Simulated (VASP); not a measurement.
# O2H2 in VASP: notebook

One molecule, O2H2, is run at these levels: PBEsol, PBE+D3, PBE+D4, PBE+D3(BJ); tasks: single point.

All numbers are computed with VASP 6.6.1; they aren't measurements. Logs are shortened: lines on timing, memory, paths and dates and some standing lists are left out, and cuts for length are marked.

## Step 1: Starting point

The cell holds a molecule in a box, 4 atoms: a = 12.922 Å, b = 13.422 Å, c = 13.922 Å, α = 90.00°, β = 90.00°, γ = 90.00°.

## Step 2: Single point, PBEsol

INCAR

```
  PREC = Accurate
  ENCUT = 400
  EDIFF = 1E-6
  ISMEAR = 0
  SIGMA = 0.01
  LREAL = F
  LASPH = T
  NELM = 60
  ALGO = Fast
  ISIF = 2
  LWAVE = F
  LCHARG = F
  GGA = PS
  ISYM = 0
```

KPOINTS

```
regular mesh
0
Gamma
  1 1 1
```

POSCAR

```
HO                                      
1.0
   12.9224456750      0.0000000000      0.0000000000
    0.0000000000     13.4224456750      0.0000000000
    0.0000000000      0.0000000000     13.9224456750
  O               H             
     2     2
Selective dynamics
Direct
     0.5001445393000026    0.5246140216000015    0.5468873717999969   F   F   F
     0.4997889838677629    0.4795039398155161    0.4499038627695345   T   T   T
     0.4987949522625432    0.4631008201905668    0.5844988928710007   T   T   T
     0.5011787431569396    0.5410030538224904    0.4122972014831529   T   T   T
```

Potentials or basis: VASP PAW PBE potentials, release 64 (O, H).

The run is started by

```bash
$ cat potpaw_PBE.64/O/POTCAR potpaw_PBE.64/H/POTCAR > POTCAR
$ mpirun -np 4 vasp_gam > vasp.out
```

OUTCAR:

```text
PREC = Accurate
   ENCUT = 400
   EDIFF = 1E-6
   ISMEAR = 0
   LREAL = F
   LASPH = T
   NELM = 60
   ISIF = 2
   GGA = PS
   ISYM = 0

 ion  position               nearest neighbor table
   1  0.500  0.525  0.547-   3 0.98   2 1.48
   2  0.500  0.480  0.450-   4 0.98   1 1.48
   3  0.499  0.463  0.584-   1 0.98
   4  0.501  0.541  0.412-   2 0.98

IMPORTANT INFORMATION: All symmetrisations will be switched off!
NOSYMM: (Re-)initialisation of all symmetry stuff for point group C_1.

----------------------------------------------------------------------------------------

                                     Primitive cell

  volume of cell :    2414.8597

  direct lattice vectors                    reciprocal lattice vectors
    12.922445675  0.000000000  0.000000000     0.077384732  0.000000000  0.000000000
     0.000000000 13.422445675  0.000000000     0.000000000  0.074502071  0.000000000
     0.000000000  0.000000000 13.922445675     0.000000000  0.000000000  0.071826461

  length of vectors
    12.922445675 13.422445675 13.922445675     0.077384732  0.074502071  0.071826461

  position of ions in fractional coordinates (direct lattice)
     0.500144539  0.524614022  0.546887372
     0.499788984  0.479503940  0.449903863
     0.498794952  0.463100820  0.584498893
     0.501178743  0.541003054  0.412297201

  ion indices of the primitive-cell ions
   primitive index   ion index
                 1           1
                 2           2
                 3           3
                 4           4

----------------------------------------------------------------------------------------

 KPOINTS: regular mesh

Automatic generation of k-mesh.
 Grid dimensions read from file:
 generate k-points for:    1    1    1

 Generating k-lattice:

  Cartesian coordinates                     Fractional coordinates (reciprocal lattice)
     0.077384732  0.000000000  0.000000000     1.000000000  0.000000000  0.000000000
     0.000000000  0.074502071  0.000000000     0.000000000  1.000000000  0.000000000
     0.000000000  0.000000000  0.071826461     0.000000000  0.000000000  1.000000000

  Length of vectors
     0.077384732  0.074502071  0.071826461

  Shift w.r.t. Gamma in fractional coordinates (k-lattice)
     0.000000000  0.000000000  0.000000000

 Subroutine IBZKPT returns following result:
 ===========================================

 Found      1 irreducible k-points:

 Following reciprocal coordinates:
            Coordinates               Weight
  0.000000  0.000000  0.000000      1.000000
   k-points           NKPTS =      1   k-points in BZ     NKDIM =      1   number of bands    NBANDS=     12
   number of dos      NEDOS =    301   number of ions     NIONS =      4
   total plane-waves  NPLWV = 725760
   dimension x,y,z NGX =    84 NGY =   90 NGZ =   96
   dimension x,y,z NGXF=   168 NGYF=  180 NGZF=  192
   ions per type =               2   2
   NGX,Y,Z   is equivalent  to a cutoff of  10.81, 11.15, 11.46 a.u.
   NGXF,Y,Z  is equivalent  to a cutoff of  21.61, 22.29, 22.93 a.u.
 SYSTEM =  unknown system
   PREC   = accura    normal or accurate (medium, high low for compatibility)
   ISTART =      0    job   : 0-new  1-cont  2-samecut
   ICHARG =      2    charge: 1-file 2-atom 10-const
   ISPIN  =      1    spin polarized calculation?
   LNONCOLLINEAR =      F non collinear calculations
   LSORBIT =      F    spin-orbit coupling
   LASPH  =      T    aspherical Exc in radial PAW
   ENCUT  =  400.0 eV  29.40 Ry    5.42 a.u.  21.07 21.89 22.70*2*pi/ulx,y,z
   NELM   =     60;   NELMIN=  2; NELMDL= -5     # of ELM steps
   EDIFF  = 0.1E-05   stopping-criterion for ELM
   LREAL  =      F    real-space projection
   EDIFFG = 0.1E-04   stopping-criterion for IOM
   NSW    =      0    number of steps for IOM
   IBRION =     -1    ionic relax: 0-MD 1-quasi-New 2-CG
   NFREE  =      0    steps in history (QN), initial steepest desc. (CG)
   ISIF   =      2    stress and relaxation
   ISYM   =      0    0-nonsym 1-usesym 2-fastsym
   POTIM  = 0.5000    time-step for ionic-motion
   TEBEG  =    0.0;   TEEND  =   0.0 temperature during run
   PSTRESS=    0.0 pullay stress
   NELECT =      14.0000    total number of electrons
   NUPDOWN=      -1.0000    fix difference up-down
   EMIN   =  10.00;   EMAX   =-10.00  energy-range for DOS
   EFERMI =   0.00;   METHOD = LEGACY
   ISMEAR =     0;   SIGMA  =   0.01  broadening in eV -4-tet -1-fermi 0-gaus
   EFERMI_NEDOS =   21; number of points for ismear=-14 and -15
   IALGO  =     68    algorithm
   IMIX   =      4    mixing-type and parameters
     AMIX     =   0.40;   BMIX     =  1.00
     AMIX_MAG =   1.60;   BMIX_MAG =  1.00
  volume/ion in A,a.u.               =     603.71      4074.07
  Fermi-wavevector in a.u.,A,eV,Ry     =   0.294094  0.555758  1.176789  0.086492
  Thomas-Fermi vector in A             =   1.156371
   LORBIT       =      0    0 simple, 1 ext, 2 COOP (PROOUT), +10 PAW based schemes
   GGA     = PS    functional components
   LHFCALC =     F    Hartree Fock is set to
   AEXX    =    0.0000 exact exchange contribution
   IVDW    =     0    specifies the selected vdW correction
   LEPSILON=     F    determine dielectric tensor
   LRPA    =     F    only Hartree local field effects (RPA)
 non-spin polarized calculation
 RMM-DIIS sequential band-by-band and
 Gauss-broadening in eV      SIGMA  =   0.01
  energy-cutoff  :      400.00
  volume of cell :     2414.86
 maximum number of plane-waves:     21919
   NGX = 43   NGY = 43   NGZ = 45

 number of electron      14.0000020 magnetization

 Free energy of the ion-electron system (eV)
  ---------------------------------------------------
  ext. energy  EPLUGINS =         0.00000000
  ---------------------------------------------------
  free energy    TOTEN  =       -18.47477352 eV

  energy without entropy =      -18.47477352  energy(sigma->0) =      -18.47477352

 E-fermi :  -5.5716     XC(G=0):  -0.3255

 val. band max:       -5.6735194495   @ k =   0.0000   0.0000   0.0000
 cond. band min:      -1.6734159644   @ k =   0.0000   0.0000   0.0000
 fundamental gap:      4.0001034851
 Fermi energy:        -5.5715797944

 k-point     1 :       0.0000    0.0000    0.0000
  band No.  band energies     occupation
      1     -27.8318      2.00000
      2     -22.4308      2.00000
      3     -12.7756      2.00000
      4     -12.3621      2.00000
      5      -9.3460      2.00000
      6      -8.8266      2.00000
      7      -5.6735      2.00000
      8      -1.6734      0.00000
      9      -0.6749      0.00000
     10       0.2207      0.00000
     11       0.2510      0.00000
     12       0.7222      0.00000

------------------------ aborting loop because EDIFF is reached ----------------------------------------

  FORCE on cell =-STRESS in cart. coord.  units (eV):
  Direction    XX          YY          ZZ          XY          YZ          ZX
  --------------------------------------------------------------------------------------
  -------------------------------------------------------------------------------------
  Total       -1.8828181     -1.4380431     -1.6875784      0.0087328     -0.2054711     -0.0046885
  in kB       -1.2491858     -0.9540927     -1.1196509      0.0057939     -0.1363231     -0.0031107
  external PRESSURE =      -1.1076431 kB  Pullay stress =       0.0000000 kB

 VOLUME and BASIS-vectors are now :
 -----------------------------------------------------------------------------
  energy-cutoff  :      400.00
  volume of cell :     2414.86
      direct lattice vectors                 reciprocal lattice vectors
    12.922445675  0.000000000  0.000000000     0.077384732  0.000000000  0.000000000
     0.000000000 13.422445675  0.000000000     0.000000000  0.074502071  0.000000000
     0.000000000  0.000000000 13.922445675     0.000000000  0.000000000  0.071826461

 POSITION                                       TOTAL-FORCE (eV/Angst)
 -----------------------------------------------------------------------------------
      6.46309      7.04160      7.61401         0.000702     -0.070422     -0.418845
      6.45850      6.43612      6.26376        -0.001029      0.063392      0.423647
      6.44565      6.21595      8.13765        -0.001831     -0.079913      0.028583
      6.47646      7.26158      5.74019         0.002158      0.086943     -0.033385
 -----------------------------------------------------------------------------------
    total drift:                                0.000148      0.001401     -0.000144

  FREE ENERGIE OF THE ION-ELECTRON SYSTEM (eV)
  ---------------------------------------------------
  free  energy   TOTEN  =       -18.4747735192 eV

  energy  without entropy=      -18.4747735192  energy(sigma->0) =      -18.47477352
```

Run time: 18 s. Hardware: 4 MPI ranks of Intel Xeon 6975P-C (Granite Rapids), shared host; peak memory 0.47 GiB.

What came out:

```yaml
Free_energy: -18.4748 eV
Largest_force: 0.428 eV/Å
Gap_between_the_frontier_levels: 4.00 eV
```

Forces on the atoms (eV/Å):
```
O    0.001 -0.070 -0.419
O   -0.001  0.063  0.424
H   -0.002 -0.080  0.029
H    0.002  0.087 -0.033
```

Caveat: the cutoff is under 1.25 times the usual one of these potentials, so pressure, stress and relaxed cells hold a basis-set (Pulay) error; the PAW data sets were made with another functional, which shifts forces and pressure a little.

## Step 3: Single point, PBE+D3

Changes to INCAR since step 2:

```diff
@@ -12,3 +12,4 @@
   LCHARG = F
-  GGA = PS
+  GGA = PE
+  IVDW = 11
   ISYM = 0
```

KPOINTS is that of step 2.

POSCAR is that of step 2.

Potentials or basis: VASP PAW PBE potentials, release 64 (O, H).

The run is started by

```bash
$ cat potpaw_PBE.64/O/POTCAR potpaw_PBE.64/H/POTCAR > POTCAR
$ mpirun -np 4 vasp_gam > vasp.out
```

OUTCAR:

```text
PREC = Accurate
   ENCUT = 400
   EDIFF = 1E-6
   ISMEAR = 0
   LREAL = F
   LASPH = T
   NELM = 60
   ISIF = 2
   GGA = PE
   IVDW = 11
   ISYM = 0
 IVDW          = 11

 ion  position               nearest neighbor table
   1  0.500  0.525  0.547-   3 0.98   2 1.48
   2  0.500  0.480  0.450-   4 0.98   1 1.48
   3  0.499  0.463  0.584-   1 0.98
   4  0.501  0.541  0.412-   2 0.98

IMPORTANT INFORMATION: All symmetrisations will be switched off!
NOSYMM: (Re-)initialisation of all symmetry stuff for point group C_1.

----------------------------------------------------------------------------------------

                                     Primitive cell

  volume of cell :    2414.8597

  direct lattice vectors                    reciprocal lattice vectors
    12.922445675  0.000000000  0.000000000     0.077384732  0.000000000  0.000000000
     0.000000000 13.422445675  0.000000000     0.000000000  0.074502071  0.000000000
     0.000000000  0.000000000 13.922445675     0.000000000  0.000000000  0.071826461

  length of vectors
    12.922445675 13.422445675 13.922445675     0.077384732  0.074502071  0.071826461

  position of ions in fractional coordinates (direct lattice)
     0.500144539  0.524614022  0.546887372
     0.499788984  0.479503940  0.449903863
     0.498794952  0.463100820  0.584498893
     0.501178743  0.541003054  0.412297201

  ion indices of the primitive-cell ions
   primitive index   ion index
                 1           1
                 2           2
                 3           3
                 4           4

----------------------------------------------------------------------------------------

 KPOINTS: regular mesh

Automatic generation of k-mesh.
 Grid dimensions read from file:
 generate k-points for:    1    1    1

 Generating k-lattice:

  Cartesian coordinates                     Fractional coordinates (reciprocal lattice)
     0.077384732  0.000000000  0.000000000     1.000000000  0.000000000  0.000000000
     0.000000000  0.074502071  0.000000000     0.000000000  1.000000000  0.000000000
     0.000000000  0.000000000  0.071826461     0.000000000  0.000000000  1.000000000

  Length of vectors
     0.077384732  0.074502071  0.071826461

  Shift w.r.t. Gamma in fractional coordinates (k-lattice)
     0.000000000  0.000000000  0.000000000

 Subroutine IBZKPT returns following result:
 ===========================================

 Found      1 irreducible k-points:

 Following reciprocal coordinates:
            Coordinates               Weight
  0.000000  0.000000  0.000000      1.000000
   k-points           NKPTS =      1   k-points in BZ     NKDIM =      1   number of bands    NBANDS=     12
   number of dos      NEDOS =    301   number of ions     NIONS =      4
   total plane-waves  NPLWV = 725760
   dimension x,y,z NGX =    84 NGY =   90 NGZ =   96
   dimension x,y,z NGXF=   168 NGYF=  180 NGZF=  192
   ions per type =               2   2
   NGX,Y,Z   is equivalent  to a cutoff of  10.81, 11.15, 11.46 a.u.
   NGXF,Y,Z  is equivalent  to a cutoff of  21.61, 22.29, 22.93 a.u.
 SYSTEM =  unknown system
   PREC   = accura    normal or accurate (medium, high low for compatibility)
   ISTART =      0    job   : 0-new  1-cont  2-samecut
   ICHARG =      2    charge: 1-file 2-atom 10-const
   ISPIN  =      1    spin polarized calculation?
   LNONCOLLINEAR =      F non collinear calculations
   LSORBIT =      F    spin-orbit coupling
   LASPH  =      T    aspherical Exc in radial PAW
   ENCUT  =  400.0 eV  29.40 Ry    5.42 a.u.  21.07 21.89 22.70*2*pi/ulx,y,z
   NELM   =     60;   NELMIN=  2; NELMDL= -5     # of ELM steps
   EDIFF  = 0.1E-05   stopping-criterion for ELM
   LREAL  =      F    real-space projection
   EDIFFG = 0.1E-04   stopping-criterion for IOM
   NSW    =      0    number of steps for IOM
   IBRION =     -1    ionic relax: 0-MD 1-quasi-New 2-CG
   NFREE  =      0    steps in history (QN), initial steepest desc. (CG)
   ISIF   =      2    stress and relaxation
   ISYM   =      0    0-nonsym 1-usesym 2-fastsym
   POTIM  = 0.5000    time-step for ionic-motion
   TEBEG  =    0.0;   TEEND  =   0.0 temperature during run
   PSTRESS=    0.0 pullay stress
   NELECT =      14.0000    total number of electrons
   NUPDOWN=      -1.0000    fix difference up-down
   EMIN   =  10.00;   EMAX   =-10.00  energy-range for DOS
   EFERMI =   0.00;   METHOD = LEGACY
   ISMEAR =     0;   SIGMA  =   0.01  broadening in eV -4-tet -1-fermi 0-gaus
   EFERMI_NEDOS =   21; number of points for ismear=-14 and -15
   IALGO  =     68    algorithm
   IMIX   =      4    mixing-type and parameters
     AMIX     =   0.40;   BMIX     =  1.00
     AMIX_MAG =   1.60;   BMIX_MAG =  1.00
  volume/ion in A,a.u.               =     603.71      4074.07
  Fermi-wavevector in a.u.,A,eV,Ry     =   0.294094  0.555758  1.176789  0.086492
  Thomas-Fermi vector in A             =   1.156371
   LORBIT       =      0    0 simple, 1 ext, 2 COOP (PROOUT), +10 PAW based schemes
   GGA     = PE    functional components
   LHFCALC =     F    Hartree Fock is set to
   AEXX    =    0.0000 exact exchange contribution
   IVDW    =    11    specifies the selected vdW correction
   LEPSILON=     F    determine dielectric tensor
   LRPA    =     F    only Hartree local field effects (RPA)
 non-spin polarized calculation
 RMM-DIIS sequential band-by-band and
 Gauss-broadening in eV      SIGMA  =   0.01
  energy-cutoff  :      400.00
  volume of cell :     2414.86
 maximum number of plane-waves:     21919
   NGX = 43   NGY = 43   NGZ = 45

 number of electron      14.0000020 magnetization

 Free energy of the ion-electron system (eV)
  ---------------------------------------------------
  ext. energy  EPLUGINS =         0.00000000
  ---------------------------------------------------
  free energy    TOTEN  =       -18.13693011 eV

  energy without entropy =      -18.13693011  energy(sigma->0) =      -18.13693011

 E-fermi :  -5.6837     XC(G=0):  -0.3332

 val. band max:       -5.7334004983   @ k =   0.0000   0.0000   0.0000
 cond. band min:      -1.7060932668   @ k =   0.0000   0.0000   0.0000
 fundamental gap:      4.0273072315
 Fermi energy:        -5.6837415132

 k-point     1 :       0.0000    0.0000    0.0000
  band No.  band energies     occupation
      1     -27.9014      2.00000
      2     -22.5530      2.00000
      3     -12.7787      2.00000
      4     -12.4114      2.00000
      5      -9.3656      2.00000
      6      -8.8918      2.00000
      7      -5.7334      2.00000
      8      -1.7061      0.00000
      9      -0.7692      0.00000
     10       0.1952      0.00000
     11       0.2062      0.00000
     12       0.6989      0.00000

------------------------ aborting loop because EDIFF is reached ----------------------------------------

 Edisp (eV)   -0.00468

 E8    (eV) :    -0.0037

  FORCE on cell =-STRESS in cart. coord.  units (eV):
  Direction    XX          YY          ZZ          XY          YZ          ZX
  --------------------------------------------------------------------------------------
  -------------------------------------------------------------------------------------
  Total      -1.86340    -1.46868    -1.13709     0.00638     0.08982    -0.00183
  in kB      -1.23630    -0.97442    -0.75442     0.00424     0.05959    -0.00122
  external pressure =       -0.99 kB  Pullay stress =        0.00 kB

 VOLUME and BASIS-vectors are now :
 -----------------------------------------------------------------------------
  energy-cutoff  :      400.00
  volume of cell :     2414.86
      direct lattice vectors                 reciprocal lattice vectors
    12.922445675  0.000000000  0.000000000     0.077384732  0.000000000  0.000000000
     0.000000000 13.422445675  0.000000000     0.000000000  0.074502071  0.000000000
     0.000000000  0.000000000 13.922445675     0.000000000  0.000000000  0.071826461

 POSITION                                       TOTAL-FORCE (eV/Angst)
 -----------------------------------------------------------------------------------
      6.46309      7.04160      7.61401        -0.000081      0.002959      0.029213
      6.45850      6.43612      6.26376        -0.000202     -0.009915     -0.024486
      6.44565      6.21595      8.13765        -0.000229      0.002212      0.004917
      6.47646      7.26158      5.74019         0.000512      0.004744     -0.009644
 -----------------------------------------------------------------------------------
    total drift:                                0.000134      0.001370     -0.000160

  FREE ENERGIE OF THE ION-ELECTRON SYSTEM (eV)
  ---------------------------------------------------
  free  energy   TOTEN  =       -18.1416097850 eV

  energy  without entropy=      -18.1416097850  energy(sigma->0) =      -18.14160979
```

Wall time 17 s (4 MPI ranks of Intel Xeon 6975P-C (Granite Rapids), shared host); peak memory 0.47 GiB.

Results:

| Property | Result |
| --- | --- |
| Free energy | -18.1416 eV |
| Largest force | 0.029 eV/Å |
| Gap between the frontier levels | 4.03 eV |
| Dispersion energy per atom | -0.001 eV |

Forces on the atoms (eV/Å):
```
O    0.000  0.003  0.029
O    0.000 -0.010 -0.024
H    0.000  0.002  0.005
H    0.001  0.005 -0.010
```

Caveat: the cutoff is under 1.25 times the usual one of these potentials, so pressure, stress and relaxed cells hold a basis-set (Pulay) error.

[end of part 1 of 2]
